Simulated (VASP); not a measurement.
Set up this calculation in VASP 6.6.1, as the native input.

* Task: relaxation of cell and atoms
* Functional: r2SCAN
* Dispersion: rVV10
* Potentials or basis: VASP PAW PBE potentials, release 64 (Sb)
* Cutoff: 600 eV
* k mesh: 12 × 12 × 10
* Occupations: methfessel-paxton, width 0.1 eV
* Spin: no spin polarisation
* Further INCAR settings: ALGO = Normal; EDIFF = 1e-07; IBRION = 2; EDIFFG = -0.005; NSW = 90; ISIF = 3

The structure of Sb lies in POSCAR:

```
Sb                                      
1.0
    2.1674614343      1.2513844426      3.7773261941
   -2.1674614343      1.2513844426      3.7773261941
   -0.0000000000     -2.5027688851      3.7773261941
  Sb            
     2
Direct
     0.2337746021631038    0.2337746021631038    0.2337746021631038
     0.7662253978368962    0.7662253978368962    0.7662253978368962
```

The input as run:

INCAR

```
  PREC = Accurate
  ENCUT = 600
  EDIFF = 1E-7
  ISMEAR = 1
  SIGMA = 0.1
  LREAL = False
  LASPH = True
  NELM = 80
  ALGO = Normal
  ISIF = 3
  LWAVE = False
  LCHARG = False
  METAGGA = R2SCAN
  LMIXTAU = True
  LUSE_VDW = True
  IVDW_NL = 2
  BPARAM = 11.95
  CPARAM = 0.0093
  IBRION = 2
  NSW = 90
  EDIFFG = -0.005
```

KPOINTS

```
regular mesh
0
Gamma
  12 12 10
```

Potentials or basis: VASP PAW PBE potentials, release 64 (Sb).

Launch:

```sh
$ cat potpaw_PBE.64/Sb/POTCAR > POTCAR
$ mpirun -np 1 vasp_std > vasp.out
```

Results of the run:

```
Relaxed volume                         : 30.78 Å³/atom
Relaxed cell                           : a = 4.535 Å, b = 4.535 Å, c = 4.535 Å, α = 57.10°, β = 57.10°, γ = 57.10°
Space group after relaxing (to 0.05 Å) : R-3m (No. 166)
Energy gained by relaxing              : 0.0 meV/atom
Ionic steps                            : 6
Pressure after relaxing                : 0.0 GPa
Band gap on the k mesh                 : none (metal or under the smearing width)
```

Caveat: the PAW data sets were made with another functional, which shifts forces and pressure a little.

It took 26 min on 1 thread of Intel(R) Xeon(R) Platinum 8559C (Emerald Rapids), with other jobs on the host, peak memory 0.59 GiB.
